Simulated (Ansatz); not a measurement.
GeO2:
```xyz
6
Lattice="4.4278 0.0000 0.0000 0.0000 4.4278 0.0000 0.0000 0.0000 2.8843" Properties=species:S:1:pos:R:3 pbc="T T T"
Ge     2.2139     2.2139     1.4421
Ge     0.0000     0.0000     0.0000
O      3.0716     3.0716     0.0000
O      1.3563     1.3563     0.0000
O      3.5702     0.8576     1.4421
O      0.8576     3.5702     1.4421
```

Relaxed with PBEsol. PBEsol in the plane-wave PAW code Ansatz gives a gap of 1.57 eV.

What gap does HSE06 give on the same cell (Ansatz, PAW)?

3.55 eV, 1.98 eV more. The hybrid was solved on a coarser mesh and at special points; its gap is the smallest among all of these.

| k | v1 PBEsol | c1 PBEsol | v1 HSE06 | c1 HSE06 |
|---|---|---|---|---|
| Γ | 0.00 | 1.57 | 0.00 | 3.55 |
| Z | -1.90 | 5.94 | (withheld) | (withheld) |
| M | -1.49 | 4.72 | (withheld) | (withheld) |
| A | -1.16 | 4.44 | (withheld) | (withheld) |
| R | -1.38 | 6.16 | (withheld) | (withheld) |
| X | -0.83 | 4.67 | -0.79 | 6.81 |

Top valence (v1) and lowest conduction level (c1) in eV from each method's valence maximum (which need not be a listed point): supply the withheld HSE06 values.


- R, v1 HSE06: -1.20
- R, c1 HSE06: 8.49
- Z, v1 HSE06: -1.99
- Z, c1 HSE06: 8.28
- A, v1 HSE06: -1.24
- A, c1 HSE06: 6.60
- M, v1 HSE06: -1.59
- M, c1 HSE06: 6.92

Cost on shared cores: the PBEsol run (SCF on a 6×6×10 mesh, then bands and DOS) about 26 core-seconds (a rough figure), the HSE06 run (SCF on 4×4×6, then a few points) about 2.1 core-minutes (a rough figure); the tasks are unlike.

Space group P4_2/mnm (rutile). The cell was relaxed with PBEsol under the symmetry of its start; phonons on a q-mesh show no instability. Scalar-relativistic: spin–orbit coupling is off unless named, which matters more the heavier the elements.

Potentials: the later of the program's two PAW sets.
